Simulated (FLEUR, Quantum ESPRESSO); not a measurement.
## SnSe: energy against volume and a worked fit

```xyz
2
Lattice="0.0000 3.0100 3.0100 3.0100 0.0000 3.0100 3.0100 3.0100 0.0000" Properties=species:S:1:pos:R:3 pbc="T T T"
Sn    0.0000    0.0000    0.0000
Se    3.0100    3.0100    3.0100
```

Measurements of this composition are mostly on another form, of space group No. 62.

The cell was scaled at fixed shape and fractions and run with Quantum ESPRESSO, PseudoDojo 0.4.1 SR PBEsol standard, cutoff 1170 eV; PBEsol, k mesh 8 × 8 × 8 on the cell of 2 atoms, fermi-dirac occupations of 0.05 eV, no spin polarisation, no spin-orbit coupling. Energies are those that the program minimises, any entropy of the smearing included.

| V (Å³/atom) | energy over the lowest row (meV/atom) |
| --- | --- |
| 25.6346 | 2.88 |
| 26.1801 | 0.00 |
| 26.7255 | ? |
| 27.2709 | 6.02 |
| 27.8163 | 14.11 |
| 28.3617 | 25.12 |
| 28.9072 | 38.74 |

Fit the third-order Birch-Murnaghan form, give V0, B0 and B′, and predict the energy left open.

With y = (V0/V)^(2/3), E = E0 + (9 V0 B0/16) [(y - 1)³ B′ + (y - 1)² (6 - 4y)]. Least squares through the rows shown give V0 = 26.2844 Å³/atom, E0 = -0.07 meV, B0 = 56.34 GPa (1 eV/Å³ = 160.218 GPa) and B′ = 4.36, with a largest miss of 0.01 meV. At V = 26.7255 the form with these constants gives 1.19 meV; the run gave 1.19 meV an atom. Other set-ups at this level, from all their volumes (Å³/atom, GPa): FLEUR, all-electron, FLAPW: V0 26.278, B0 55.99.
